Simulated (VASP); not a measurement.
Calculation: SCAN meta-GGA, VASP's PBE PAW potentials (set 64) (plane waves; VASP 6.6.1).

VASP ran on this input.

**INCAR**
```
! general
SYSTEM  = ZrO2
PREC    = Accurate
ENCUT   = 520   ! plane-wave cut-off (eV)
LREAL   = F   ! projection in real space or not
LASPH   = T   ! aspherical one-centre terms

! electronic loop
EDIFF   = 1E-7   ! SCF stop (eV)
NELM    = 100
ALGO    = Normal   ! blocked Davidson
LMAXMIX = 4   ! l cut-off of mixed one-centre charges
LMIXTAU = T

! smearing
ISMEAR  = 0   ! Gaussian
SIGMA   = 0.05

! functional
METAGGA = SCAN

! ions
ISIF    = 2

! output
LWAVE   = F
LCHARG  = F
```

### KPOINTS
```
Automatic mesh
0
Gamma
8 8 8
0 0 0
```

**POSCAR**
```
ZrO2
4.9821840
  0.0000000000   0.4999999690   0.4999999690
  0.4999999690   0.0000000000   0.4999999690
  0.4999999690   0.4999999690   0.0000000000
Zr O
1 2
Cartesian
  0.0000000000   0.0000000000   0.0000000000
  0.2499999845   0.2499999845   0.2499999845
  0.7499999535   0.7499999535   0.7499999535
```

POTCAR, in this order: Zr_sv O (PBE.64 set). Program: vasp_std.

What VASP printed:

**OUTCAR**
```
 ion  position               nearest neighbor table
   1  0.000  0.000  0.000-   2 2.16   3 2.16   3 2.16   3 2.16   3 2.16   2 2.16   2 2.16   2 2.16
  LATTYP: Found a face centered cubic cell.
 ALAT       =     4.9821836912
 Subroutine PRICEL returns:
 Original cell was already a primitive cell.
 Subroutine GETGRP returns: Found 48 space group operations
The static configuration has the point symmetry O_h .
The dynamic configuration has the point symmetry O_h .
 Subroutine INISYM returns: Found 48 space group operations
 Subroutine IBZKPT returns following result:
 Found     29 irreducible k-points:

 Following reciprocal coordinates:
            Coordinates               Weight
  0.000000  0.000000  0.000000      1.000000
  0.125000  0.000000  0.000000      8.000000
  0.250000  0.000000  0.000000      8.000000
  0.375000  0.000000  0.000000      8.000000
  0.500000  0.000000  0.000000      4.000000
  0.125000  0.125000  0.000000      6.000000
  0.250000  0.125000  0.000000     24.000000
  0.375000  0.125000  0.000000     24.000000
  0.500000  0.125000  0.000000     24.000000
 -0.375000  0.125000  0.000000     24.000000
 -0.250000  0.125000  0.000000     24.000000
 -0.125000  0.125000  0.000000     12.000000
  0.250000  0.250000  0.000000      6.000000
  0.375000  0.250000  0.000000     24.000000
  0.500000  0.250000  0.000000     24.000000
 -0.375000  0.250000  0.000000     24.000000
 -0.250000  0.250000  0.000000     12.000000
  0.375000  0.375000  0.000000      6.000000
  0.500000  0.375000  0.000000     24.000000
 -0.375000  0.375000  0.000000     12.000000
  0.500000  0.500000  0.000000      3.000000
  0.375000  0.250000  0.125000     24.000000
  0.500000  0.250000  0.125000     48.000000
 -0.375000  0.250000  0.125000     24.000000
  0.500000  0.375000  0.125000     24.000000
 -0.375000  0.375000  0.125000     48.000000
 -0.250000  0.375000  0.125000     24.000000
 -0.375000  0.500000  0.125000     12.000000
 -0.250000  0.500000  0.250000      6.000000
   k-points           NKPTS =     29   k-points in BZ     NKDIM =     29   number of bands    NBANDS=     16
   number of dos      NEDOS =    301   number of ions     NIONS =      3
   total plane-waves  NPLWV =  21952
   dimension x,y,z NGX =    28 NGY =   28 NGZ =   28
   dimension x,y,z NGXF=    56 NGYF=   56 NGZF=   56
   ions per type =               1   2
   PREC   = accura    normal or accurate (medium, high low for compatibility)
   ISTART =      0    job   : 0-new  1-cont  2-samecut
   ICHARG =      2    charge: 1-file 2-atom 10-const
   ISPIN  =      1    spin polarized calculation?
   LNONCOLLINEAR =      F non collinear calculations
   LSORBIT =      F    spin-orbit coupling
   INIWAV =      1    electr: 0-lowe 1-rand  2-diag
   ENCUT  =  520.0 eV  38.22 Ry    6.18 a.u.   6.55  6.55  6.55*2*pi/ulx,y,z
   NELM   =    100;   NELMIN=  2; NELMDL= -5     # of ELM steps
   EDIFF  = 0.1E-06   stopping-criterion for ELM
   LREAL  =      F    real-space projection
   NLSPLINE    = F    spline interpolate recip. space projectors
   LMAXMIX     =    4 max onsite mixed and CHGCAR
   VOSKOWN=      0    Vosko Wilk Nusair interpolation
   EDIFFG = 0.1E-05   stopping-criterion for IOM
   NSW    =      0    number of steps for IOM
   NBLOCK =      1;   KBLOCK =      1    inner block; outer block
   IBRION =     -1    ionic relax: 0-MD 1-quasi-New 2-CG
   NFREE  =      0    steps in history (QN), initial steepest desc. (CG)
   ISIF   =      2    stress and relaxation
   ISYM   =      2    0-nonsym 1-usesym 2-fastsym
   TEIN   =    0.0    initial temperature
   TEBEG  =    0.0;   TEEND  =   0.0 temperature during run
   SMASS  =  -3.00    Nose mass-parameter (am)
   PSTRESS=    0.0 pullay stress
...
```

File OSZICAR:
```
       N       E                     dE             d eps       ncg     rms          rms(c)
DAV:   1     0.167782088891E+03    0.16778E+03   -0.15156E+04   928   0.159E+03
DAV:   2    -0.623288790982E+02   -0.23011E+03   -0.22597E+03  1240   0.406E+02
DAV:   3    -0.703722771061E+02   -0.80434E+01   -0.80362E+01  1512   0.758E+01
DAV:   4    -0.705093300184E+02   -0.13705E+00   -0.13703E+00  1208   0.815E+00
DAV:   5    -0.705119146348E+02   -0.25846E-02   -0.25846E-02  1256   0.784E-01    0.300E+01
DAV:   6    -0.536481695442E+02    0.16864E+02   -0.18222E+01  1208   0.425E+01    0.113E+01
DAV:   7    -0.553586894047E+02   -0.17105E+01   -0.36360E+00  1064   0.186E+01    0.450E+00
DAV:   8    -0.487221795331E+02    0.66365E+01   -0.19138E+00   936   0.173E+01    0.472E+00
DAV:   9    -0.542349160553E+02   -0.55127E+01   -0.31503E+00   976   0.163E+01    0.303E+00
DAV:  10    -0.543510323657E+02   -0.11612E+00   -0.56666E-01  1088   0.577E+00    0.149E+00
DAV:  11    -0.541937664257E+02    0.15727E+00   -0.52219E-02   928   0.303E+00    0.504E-01
DAV:  12    -0.542877648954E+02   -0.93998E-01   -0.45193E-02   960   0.218E+00    0.237E-01
DAV:  13    -0.542842443961E+02    0.35205E-02   -0.11399E-02  1200   0.120E+00    0.219E-01
DAV:  14    -0.542841128842E+02    0.13151E-03   -0.60489E-03  1048   0.749E-01    0.113E-01
DAV:  15    -0.542838504327E+02    0.26245E-03   -0.91506E-04  1248   0.252E-01    0.212E-02
DAV:  16    -0.542839303695E+02   -0.79937E-04   -0.67726E-05  1000   0.102E-01    0.252E-02
DAV:  17    -0.542839381778E+02   -0.78084E-05   -0.19238E-05  1144   0.413E-02    0.681E-03
DAV:  18    -0.542839370039E+02    0.11739E-05   -0.84151E-06  1160   0.208E-02    0.180E-03
DAV:  19    -0.542839366568E+02    0.34714E-06   -0.12220E-07   960   0.419E-03    0.227E-03
DAV:  20    -0.542839360283E+02    0.62847E-06   -0.16591E-07   640   0.364E-03    0.636E-04
DAV:  21    -0.542839361703E+02   -0.14201E-06   -0.48858E-08   560   0.219E-03    0.153E-04
DAV:  22    -0.542839361566E+02    0.13692E-07   -0.17093E-08   544   0.120E-03
   1 F= -.54283936E+02 E0= -.54283936E+02  d E =-.305377E-30
```

OUTCAR:
```
------------------------ aborting loop because EDIFF is reached ----------------------------------------
  FORCE on cell =-STRESS in cart. coord.  units (eV):
  Direction    XX          YY          ZZ          XY          YZ          ZX
  --------------------------------------------------------------------------------------
  Total        3.5256296      3.5256296      3.5256296     -0.0000000     -0.0000000      0.0000000
  in kB      182.7039996    182.7039996    182.7039996     -0.0000000     -0.0000000      0.0000000
  external PRESSURE =     182.7039996 kB  Pullay stress =       0.0000000 kB
  volume of cell :       30.92
      direct lattice vectors                 reciprocal lattice vectors
     0.000000000  2.491091846  2.491091846    -0.200715201  0.200715201  0.200715201
     2.491091846  0.000000000  2.491091846     0.200715201 -0.200715201  0.200715201
     2.491091846  2.491091846  0.000000000     0.200715201  0.200715201 -0.200715201
 POSITION                                       TOTAL-FORCE (eV/Angst)
 -----------------------------------------------------------------------------------
      0.00000      0.00000      0.00000         0.000000     -0.000000     -0.000000
      1.24555      1.24555      1.24555        -0.000000     -0.000000     -0.000000
      3.73664      3.73664      3.73664         0.000000      0.000000      0.000000
 -----------------------------------------------------------------------------------
    total drift:                                0.000000      0.000000      0.000000
  FREE ENERGIE OF THE ION-ELECTRON SYSTEM (eV)
  ---------------------------------------------------
  free  energy   TOTEN  =       -54.2839361566 eV

  energy  without entropy=      -54.2839361566  energy(sigma->0) =      -54.28393616
```
(Selected blocks of OUTCAR.)

The compound is ZrO2 in the fluorite structure, the high-temperature cubic form, which is unstable at 0 K; the monoclinic form is the stable one. This cell is one point of a volume scan, at 0.94 of the reference volume.
